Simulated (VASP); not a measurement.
# ZrC (Fm-3m) in VASP: further runs, part 2 of 2

VASP 6.6.1. The steps go on from the part before.

## Step 4: Electron localisation function, PBEsol

File INCAR:

```
SYSTEM = ZrC
ALGO = Normal
EDIFF = 1E-6
ENCUT = 520
GGA = PS
ISIF = 2
ISMEAR = 0
LASPH = .True.
LCHARG = .True.
LELF = .True.
LREAL = .False.
LWAVE = .False.
NELM = 80
PREC = Accurate
SIGMA = 0.02
```

File KPOINTS:

```
k-points
0
Gamma
  10 10 10
  0 0 0
```

File POSCAR:

```
ZrC
1.0
    0.0000000000      2.3650000000      2.3650000000
    2.3650000000      0.0000000000      2.3650000000
    2.3650000000      2.3650000000      0.0000000000
Zr C
1 1
Direct
    0.5000000000      0.5000000000      0.5000000000
    0.0000000000      0.0000000000      0.0000000000
```

Potentials or basis: VASP PAW PBE potentials, release 64 (Zr_sv, C).

The run is started by

```sh
cat potpaw_PBE.64/Zr_sv/POTCAR potpaw_PBE.64/C/POTCAR > POTCAR
mpirun -np 1 vasp_std > vasp.out
```

OUTCAR:

```text
SYSTEM = ZrC
   EDIFF = 1E-6
   ENCUT = 520
   GGA = PS
   ISIF = 2
   ISMEAR = 0
   LASPH = .True.
   LREAL = .False.
   NELM = 80
   PREC = Accurate

 ion  position               nearest neighbor table
   1  0.500  0.500  0.500-   2 2.37   2 2.37   2 2.37   2 2.37   2 2.37   2 2.37
   2  0.000  0.000  0.000-   1 2.37   1 2.37   1 2.37   1 2.37   1 2.37   1 2.37

  LATTYP: Found a face centered cubic cell.
 ALAT       =     4.7300000000

  Lattice vectors:

 A1 = (   0.0000000000,   2.3650000000,   2.3650000000)
 A2 = (   2.3650000000,   0.0000000000,   2.3650000000)
 A3 = (   2.3650000000,   2.3650000000,   0.0000000000)

Analysis of symmetry for initial positions (statically):
=====================================================================
 Subroutine PRICEL returns:
 Original cell was already a primitive cell.

 Routine SETGRP: Setting up the symmetry group for a
 face centered cubic supercell.

 Subroutine GETGRP returns: Found 48 space group operations
 (whereof 48 operations were pure point group operations)
 out of a pool of 48 trial point group operations.

The static configuration has the point symmetry O_h .

Analysis of symmetry for dynamics (positions and initial velocities):
=====================================================================
 Subroutine PRICEL returns:
 Original cell was already a primitive cell.

 Routine SETGRP: Setting up the symmetry group for a
 face centered cubic supercell.

 Subroutine GETGRP returns: Found 48 space group operations
 (whereof 48 operations were pure point group operations)
 out of a pool of 48 trial point group operations.

The dynamic configuration has the point symmetry O_h .

 Subroutine INISYM returns: Found 48 space group operations
 (whereof 48 operations are pure point group operations),
 and found     1 'primitive' translations

----------------------------------------------------------------------------------------

                                     Primitive cell

  volume of cell :      26.4560

  direct lattice vectors                    reciprocal lattice vectors
     0.000000000  2.365000000  2.365000000    -0.211416490  0.211416490  0.211416490
     2.365000000  0.000000000  2.365000000     0.211416490 -0.211416490  0.211416490
     2.365000000  2.365000000  0.000000000     0.211416490  0.211416490 -0.211416490

  length of vectors
     3.344615075  3.344615075  3.344615075     0.366184103  0.366184103  0.366184103

  position of ions in fractional coordinates (direct lattice)
     0.500000000  0.500000000  0.500000000
     0.000000000  0.000000000  0.000000000

  ion indices of the primitive-cell ions
   primitive index   ion index
                 1           1
                 2           2

----------------------------------------------------------------------------------------

 KPOINTS: k-points

Automatic generation of k-mesh.
 Grid dimensions read from file:
 generate k-points for:   10   10   10

 Generating k-lattice:

  Cartesian coordinates                     Fractional coordinates (reciprocal lattice)
    -0.021141649  0.021141649  0.021141649     0.100000000  0.000000000  0.000000000
     0.021141649 -0.021141649  0.021141649     0.000000000  0.100000000  0.000000000
     0.021141649  0.021141649 -0.021141649     0.000000000  0.000000000  0.100000000

  Length of vectors
     0.036618410  0.036618410  0.036618410

  Shift w.r.t. Gamma in fractional coordinates (k-lattice)
     0.000000000  0.000000000  0.000000000

 Subroutine IBZKPT returns following result:
 ===========================================

 Found     47 irreducible k-points:

 Following reciprocal coordinates:
            Coordinates               Weight
  0.000000  0.000000  0.000000      1.000000
  0.100000  0.000000  0.000000      8.000000
  0.200000  0.000000  0.000000      8.000000
  0.300000  0.000000  0.000000      8.000000
  0.400000  0.000000  0.000000      8.000000
  0.500000  0.000000  0.000000      4.000000
[... 16 lines left out ...]
  0.300000  0.300000  0.000000      6.000000
  0.400000  0.300000  0.000000     24.000000
 [... further k-points ...]
   k-points           NKPTS =     47   k-points in BZ     NKDIM =     47   number of bands    NBANDS=     12
   number of dos      NEDOS =    301   number of ions     NIONS =      2
   total plane-waves  NPLWV =  21952
   dimension x,y,z NGX =    28 NGY =   28 NGZ =   28
   dimension x,y,z NGXF=    56 NGYF=   56 NGZF=   56
   ions per type =               1   1
   NGX,Y,Z   is equivalent  to a cutoff of  13.92, 13.92, 13.92 a.u.
   NGXF,Y,Z  is equivalent  to a cutoff of  27.84, 27.84, 27.84 a.u.
 SYSTEM =  ZrC
   PREC   = accura    normal or accurate (medium, high low for compatibility)
   ISTART =      0    job   : 0-new  1-cont  2-samecut
   ICHARG =      2    charge: 1-file 2-atom 10-const
   ISPIN  =      1    spin polarized calculation?
   LNONCOLLINEAR =      F non collinear calculations
   LSORBIT =      F    spin-orbit coupling
   LASPH  =      T    aspherical Exc in radial PAW
   ENCUT  =  520.0 eV  38.22 Ry    6.18 a.u.   6.22  6.22  6.22*2*pi/ulx,y,z
   NELM   =     80;   NELMIN=  2; NELMDL= -5     # of ELM steps
   EDIFF  = 0.1E-05   stopping-criterion for ELM
   LREAL  =      F    real-space projection
[... 7 lines left out ...]
   TEBEG  =    0.0;   TEEND  =   0.0 temperature during run
   PSTRESS=    0.0 pullay stress
   NELECT =      16.0000    total number of electrons
   NUPDOWN=      -1.0000    fix difference up-down
   EMIN   =  10.00;   EMAX   =-10.00  energy-range for DOS
   EFERMI =   0.00;   METHOD = LEGACY
   ISMEAR =     0;   SIGMA  =   0.02  broadening in eV -4-tet -1-fermi 0-gaus
   EFERMI_NEDOS =   21; number of points for ismear=-14 and -15
   IALGO  =     38    algorithm
   IMIX   =      4    mixing-type and parameters
     AMIX     =   0.40;   BMIX     =  1.00
     AMIX_MAG =   1.60;   BMIX_MAG =  1.00
  volume/ion in A,a.u.               =      13.23        89.27
  Fermi-wavevector in a.u.,A,eV,Ry     =   1.384439  2.616209 26.077880  1.916670
  Thomas-Fermi vector in A             =   2.508943
   LORBIT       =      0    0 simple, 1 ext, 2 COOP (PROOUT), +10 PAW based schemes
   GGA     = PS    functional components
   LHFCALC =     F    Hartree Fock is set to
   AEXX    =    0.0000 exact exchange contribution
   IVDW    =     0    specifies the selected vdW correction
   LEPSILON=     F    determine dielectric tensor
   LRPA    =     F    only Hartree local field effects (RPA)
 non-spin polarized calculation
 Gauss-broadening in eV      SIGMA  =   0.02
  energy-cutoff  :      520.00
  volume of cell :       26.46
 maximum number of plane-waves:       728
 NGX is ok and might be reduce to    28
   NGX = 13   NGY = 13   NGZ = 13

 number of electron      16.0000000 magnetization

 Free energy of the ion-electron system (eV)
  ---------------------------------------------------
  ext. energy  EPLUGINS =         0.00000000
  ---------------------------------------------------
  free energy    TOTEN  =       -20.54616350 eV

  energy without entropy =      -20.54616342  energy(sigma->0) =      -20.54616346

 E-fermi :   9.2737     XC(G=0): -12.1874

 val. band max:        9.2159305030   @ k =   0.1000   0.0000   0.0000
 cond. band min:       9.3280830111   @ k =   0.5000   0.5000   0.0000
 fundamental gap:      0.1121525081
 Fermi energy:         9.2736609382

 k-point     1 :       0.0000    0.0000    0.0000
  band No.  band energies     occupation
      1     -38.7686      2.00000
      2     -16.5214      2.00000
      3     -16.5214      2.00000
      4     -16.5214      2.00000
      5      -1.9371      2.00000
      6      10.2243      0.00000
      7      10.2243      0.00000
      8      10.2244      0.00000
      9      10.3283      0.00000
     10      10.3283      0.00000
     11      10.3283      0.00000
     12      12.0296      0.00000
[... 331 lines left out ...]
 k-point    24 :       0.4000    0.3000    0.0000
  band No.  band energies     occupation
      1     -38.6677      2.00000
      2     -17.1016      2.00000
      3     -16.7519      2.00000
      4     -16.7270      2.00000
      5      -0.4358      2.00000
      6       6.1028      2.00000
      7       7.5817      2.00000
      8       8.6528      2.00000
      9       9.4644      0.00000
     10      13.7361      0.00000
     11      14.6690      0.00000
     12      14.7870      0.00000

 [... further k-points ...]

------------------------ aborting loop because EDIFF is reached ----------------------------------------

  FORCE on cell =-STRESS in cart. coord.  units (eV):
  Direction    XX          YY          ZZ          XY          YZ          ZX
  --------------------------------------------------------------------------------------
  -------------------------------------------------------------------------------------
  Total       -1.3506929     -1.3506929     -1.3506929     -0.0000000     -0.0000000     -0.0000000
  in kB      -81.7982051    -81.7982051    -81.7982051     -0.0000000     -0.0000000     -0.0000000
  external PRESSURE =     -81.7982051 kB  Pullay stress =       0.0000000 kB

 VOLUME and BASIS-vectors are now :
 -----------------------------------------------------------------------------
  energy-cutoff  :      520.00
  volume of cell :       26.46
      direct lattice vectors                 reciprocal lattice vectors
     0.000000000  2.365000000  2.365000000    -0.211416490  0.211416490  0.211416490
     2.365000000  0.000000000  2.365000000     0.211416490 -0.211416490  0.211416490
     2.365000000  2.365000000  0.000000000     0.211416490  0.211416490 -0.211416490

 POSITION                                       TOTAL-FORCE (eV/Angst)
 -----------------------------------------------------------------------------------
      2.36500      2.36500      2.36500         0.000000      0.000000      0.000000
      0.00000      0.00000      0.00000        -0.000000     -0.000000     -0.000000
 -----------------------------------------------------------------------------------
    total drift:                                0.000000      0.000000      0.000000

  FREE ENERGIE OF THE ION-ELECTRON SYSTEM (eV)
  ---------------------------------------------------
  free  energy   TOTEN  =       -20.5461635016 eV

  energy  without entropy=      -20.5461634169  energy(sigma->0) =      -20.54616346
```

OSZICAR:

```text
N       E                     dE             d eps       ncg     rms          rms(c)
DAV:   1     0.999767068798E+02    0.99977E+02   -0.90372E+03  1128   0.135E+03
DAV:   2    -0.169084816858E+02   -0.11689E+03   -0.11034E+03  1332   0.326E+02
DAV:   3    -0.235255831312E+02   -0.66171E+01   -0.65179E+01  2000   0.706E+01
DAV:   4    -0.238015687871E+02   -0.27599E+00   -0.27573E+00  1368   0.856E+00
DAV:   5    -0.238052939675E+02   -0.37252E-02   -0.37244E-02  1728   0.104E+00    0.201E+01
DAV:   6    -0.207152423751E+02    0.30901E+01   -0.15382E+01  1268   0.272E+01    0.814E+00
DAV:   7    -0.205693519713E+02    0.14589E+00   -0.74565E-01  1372   0.682E+00    0.578E+00
DAV:   8    -0.205503332930E+02    0.19019E-01   -0.15719E-01  1212   0.347E+00    0.126E+00
DAV:   9    -0.205463193816E+02    0.40139E-02   -0.32671E-02  1384   0.117E+00    0.478E-01
DAV:  10    -0.205463882060E+02   -0.68824E-04   -0.20258E-03  1336   0.553E-01    0.318E-01
DAV:  11    -0.205461639372E+02    0.22427E-03   -0.80588E-04  1264   0.205E-01    0.184E-02
DAV:  12    -0.205461636629E+02    0.27424E-06   -0.10741E-05  1488   0.378E-02    0.413E-03
DAV:  13    -0.205461635016E+02    0.16136E-06   -0.92792E-07   788   0.821E-03
   1 F= -.20546164E+02 E0= -.20546163E+02  d E =-.846527E-07
```

It took 24 s on 1 thread of Intel Xeon Platinum 8375C at 2.90GHz (Ice Lake), shared host; peak memory 0.16 GiB.

Results:

```
Free energy            : -20.5462 eV
Pressure               : -8.2 GPa
Band gap on the k mesh : none (metal or under the smearing width)
```

Levels at points of the mesh, in eV from the Fermi level:
```
           k point  band 5  band 6  band 7  band 8  band 9  band 10  band 11  band 12
(0.00, 0.00, 0.00)  -11.21    0.95    0.95    0.95    1.05     1.05     1.05     2.76
(0.50, 0.00, 0.00)   -8.18   -5.26   -2.87   -2.87    4.40     4.40     5.22     6.39
(0.50, 0.50, 0.00)  -10.02   -2.09   -1.75    0.05    0.05     4.37     5.55     5.55
```

Caveat: the PAW data sets were made with another functional, which shifts forces and pressure a little.

## Step 5: Single point, PBE (supercell [4, 4, 4], atoms moved at random, drawn with an rms of 0.05 Å)

File INCAR:

```
PREC = Accurate ; ENCUT = 450
EDIFF = 1E-5 ; ISMEAR = 0
SIGMA = 0.05 ; LREAL = Auto
LASPH = True ; NELM = 60
ALGO = Fast ; ISIF = 2
LWAVE = False ; LCHARG = False
GGA = PE ; NBANDS = 582
NSIM = 8 ; LUSENCCL = False
```

File KPOINTS:

```
regular mesh
0
Gamma
  1 1 1
```

File POSCAR:

```
ZrC
1.0
    0.0000000000      9.4600000000      9.4600000000
    9.4600000000      0.0000000000      9.4600000000
    9.4600000000      9.4600000000      0.0000000000
Zr C
64 64
Direct
    0.1262790000      0.1247690000      0.1263270000
    0.1292100000      0.1222060000      0.3736610000
    0.1273510000      0.1238050000      0.6244920000
    0.1254460000      0.1262880000      0.8746450000
    0.1251450000      0.3733260000      0.1243380000
    0.1236500000      0.3754230000      0.3764760000
[... 120 lines left out ...]
    0.7521020000      0.7482690000      0.4996110000
    0.7491600000      0.7539810000      0.7508360000
```

The run is started by

```sh
cat potpaw_PBE.64/Zr_sv/POTCAR potpaw_PBE.64/C/POTCAR > POTCAR
mpirun -np 1 vasp_gam > vasp.out
```

Run time: 2.9 min. Hardware: 1 × NVIDIA H100 80GB with 1 thread of AMD EPYC 7R13 (Zen 3), shared host; peak memory 2.7 GiB.

These settings aren't checked as converged: the numbers below hold their error.

Results:

```
Free energy            : -1240.6125 eV
Largest force          : 1.753 eV/Å
Band gap on the k mesh : 0.29 eV
```

Caveat: the k mesh is coarse (spacing up to 0.58 Å⁻¹), so the values aren't converged; the cutoff is under 1.25 times the usual one of these potentials, so pressure, stress and relaxed cells hold a basis-set (Pulay) error; an odd mesh through Γ misses points on the zone boundary, where band edges often lie; forces of over 1 eV/Å show positions far from the minimum, so gaps and moduli don't describe the material at rest.

## Step 6: The reference run

An earlier run on the cell as given: functional PBE; potentials or basis VASP PAW PBE potentials, release 64 (Zr_sv, C); cutoff 520 eV; k mesh 10 × 10 × 10; occupations fermi-dirac, width 0.05 eV; no spin polarisation.

- Pressure: -2.7 GPa
- Band gap on the k mesh: none (metal or under the smearing width)

## Step 7: The runs side by side

```csv
task,level,cell,k mesh,cutoff (eV),smearing,ladder,gap on the mesh (eV),pressure (GPa)
relaxation of cell and atoms,r2SCAN,relaxed,8 × 8 × 8,600,fermi-dirac 0.05 eV,gaps,none,0.0
atomic charges,PBEsol,as given,10 × 10 × 10,520,gaussian 0.02 eV,-,none,-8.2
electron localisation function,PBEsol,as given,10 × 10 × 10,520,gaussian 0.02 eV,-,none,-8.2
single point,PBE,as given,10 × 10 × 10,520,fermi-dirac 0.05 eV,-,none,-2.7
```

Alike in all rows: potentials or basis VASP PAW PBE potentials, release 64 (Zr_sv, C); no spin polarisation.

Every run on the cell as given and a fine mesh finds a metal. The pressure there spans -8.2 GPa (PBEsol) to -2.7 GPa (PBE); a positive pressure means that this level wants a larger cell, a negative one a smaller.

Caveats: the PAW data sets were made with another functional, which shifts forces and pressure a little (some runs).

Total energies depend on the potentials used, so only differences within one code and one set of settings carry meaning.
